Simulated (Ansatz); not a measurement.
# Ti6O: the cost of one run

Computed with Ansatz 0.2.0 (DFT PBE, scalar-relativistic, plane waves, PAW, unless a step's input says otherwise).

### Step 1. The starting structure

It takes space group Im-3m (No. 229, cubic). Conventional cell: a = 6.052 Å, b = 6.052 Å, c = 6.052 Å, α = 90.00°, β = 90.00°, γ = 90.00°. Around Ti (site symmetry 4mm) lie 1 O at 1.97 Å and 1 Ti at 2.11 Å. Around O (site symmetry m-3m) lie 6 Ti at 1.97 Å.

Coordinates:

```cif
data_structure
_symmetry_space_group_name_H-M 'Im-3m'
_symmetry_Int_Tables_number 229
_cell_length_a 6.0522
_cell_length_b 6.0522
_cell_length_c 6.0522
_cell_angle_alpha 90.000
_cell_angle_beta 90.000
_cell_angle_gamma 90.000
_cell_volume 221.68
loop_
_atom_site_label
_atom_site_type_symbol
_atom_site_symmetry_multiplicity
_atom_site_Wyckoff_symbol
_atom_site_fract_x
_atom_site_fract_y
_atom_site_fract_z
_atom_site_occupancy
Ti1 Ti 12 e 0.32602 0.00000 0.00000 1
O1 O 2 a 0.00000 0.00000 0.00000 1
```

The cell is invented: random cell by space group and Wyckoff sites (Im-3m, No. 229). The dimensions are guesses.

### Step 2. The guess as it stands, on a coarse mesh

File input.yaml:

```yaml
crystal:
  lattice:
    - [-3.02607927, 3.02607927, 3.02607927]
    - [3.02607927, -3.02607927, 3.02607927]
    - [3.02607927, 3.02607927, -3.02607927]
  atoms:
    - { symbol: Ti, position: [0.0, 0.32602287, 0.32602287], spin: 1.0 }
    - { symbol: Ti, position: [0.0, 0.67397713, 0.67397713], spin: 1.0 }
    - { symbol: Ti, position: [0.32602287, 0.0, 0.32602287], spin: 1.0 }
    - { symbol: Ti, position: [0.67397713, 0.0, 0.67397713], spin: 1.0 }
    - { symbol: Ti, position: [0.32602287, 0.32602287, 0.0], spin: 1.0 }
    - { symbol: Ti, position: [0.67397713, 0.67397713, 0.0], spin: 1.0 }
    - { symbol: O, position: [0.0, 0.0, 0.0] }
basis:
  ecutwfc: 420
kpoints:
  mp_grid: { grid: [4, 4, 4] }
hamiltonian:
  xc: pbe
scf:
  occupations: { method: gaussian, width: 0.1 }
  lower_state_search: "off"
output:
  forces: true
  stress: true
  eigenvalues: true
  populations: true
magnetization:
  spin_polarized: true
```

Command:

```
> ansatz run input.yaml --threads 1 --pin off --max-ram 2560MiB --backend cpu --events-out ev --progress --plain --runs-dir out
```

What time and memory should one allow on 1 thread of Intel Xeon at 2.50GHz (Skylake/Cascade Lake), shared host?

About 26 s, with a peak of 0.45 GiB.
